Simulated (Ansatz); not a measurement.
**LAPW volumes and bulk moduli in simple lattices**

All-electron LAPW (Ansatz 0.2.0), scalar-relativistic, no spin, Fermi–Dirac smearing 0.136 eV, k-meshes of 8 to 18 points an axis; Birch–Murnaghan fits to pressures. Some or most of these lattices are hypothetical for the element, and V0 is the minimum nearest the starting volume; lattices without a usable fit are left out; mesh and smearing are coarse, and magnetic elements are treated as non-magnetic.

| element | lattice | functional | V0 (Å³/atom) | B0 (GPa) | B′ | k-points per axis |
| --- | --- | --- | --- | --- | --- | --- |
| Cu | bcc | LDA | 10.93 | 186 | 5.0 | 16 |
| Cu | bcc | PBE | 12.01 | 138 | 5.1 | 16 |
| Cu | diamond | LDA | 17.08 | 78 | 4.9 | 9 |
| Cu | diamond | PBE | 19.18 | 54 | 5.0 | 9 |
| Cu | diamond | PBEsol | 17.91 | 68 | 5.0 | 9 |
| Cu | fcc | PBE | 11.95 | 141 | 5.1 | 15 |
| Cu | fcc | PBEsol | 11.32 | 168 | 5.0 | 16 |
| Cu | sc | LDA | 12.61 | 140 | 4.9 | 14 |
| Cu | sc | PBE | 13.94 | 102 | 5.0 | 14 |
| Cu | sc | PBEsol | 13.15 | 123 | 5.0 | 14 |

Task: Give V0 and B0 for fcc Cu in LDA.

Result: 10.89 Å³/atom and 188.6 GPa.

Task: Give V0 and B0 for bcc Cu in PBEsol.

Result: 11.36 Å³/atom and 165.5 GPa.
